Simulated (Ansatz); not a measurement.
Eu2O3:

```
Eu O
1.0
     3.78830    0.00000    0.00000
    -1.89415    3.28076    0.00000
     0.00000    0.00000    5.82084
Eu O
2 3
Cartesian
  0.0000 2.1872 1.4112
  1.8941 1.0936 4.4096
  0.0000 2.1872 3.7900
  1.8941 1.0936 2.0309
  0.0000 0.0000 0.0000
```

Measurements of this composition are mostly on another form, of space group No. 206.

Base run:

```yaml
Program: Ansatz 0.2.0
Functional: PBEsol
Potentials_or_basis: Ansatz PAW
Cutoff: 420 eV
Density_cutoff: 1680 eV
k_mesh: 8 × 8 × 5
Occupations: fermi-dirac, width 0.05 eV
Spin: collinear spin, ferromagnetic start
Starting_moments: "[7.0, 7.0, 0.0, 0.0, 0.0] μB"
```

Its results: band gap on the k mesh none (metal or under the smearing width); pressure -4.7 GPa; net moment 12.00 μB per cell; site moments Eu +5.98; O -0.15, -0.20 μB; largest force 0.267 eV/Å.

The run is repeated on the same cell with these changes: functional from PBEsol to LDA. What comes out?

Band gap on the k mesh none (metal or under the smearing width); pressure -9.2 GPa; net moment 12.00 μB per cell; site moments Eu +5.98; O -0.14, -0.20 μB; largest force 0.378 eV/Å.

LDA binds more tightly than PBEsol, so the same cell stands under less pressure.

Caveats: spin-orbit coupling is left out, which moves the levels of the heavy elements; without U or exact exchange the open f shell lies at the Fermi level, which spoils levels, moments and volumes; the PAW data sets come from PBE, with cores solved anew for the run's functional, which leaves a small shift of forces and pressure.

Not every run made on this cell is shown here.
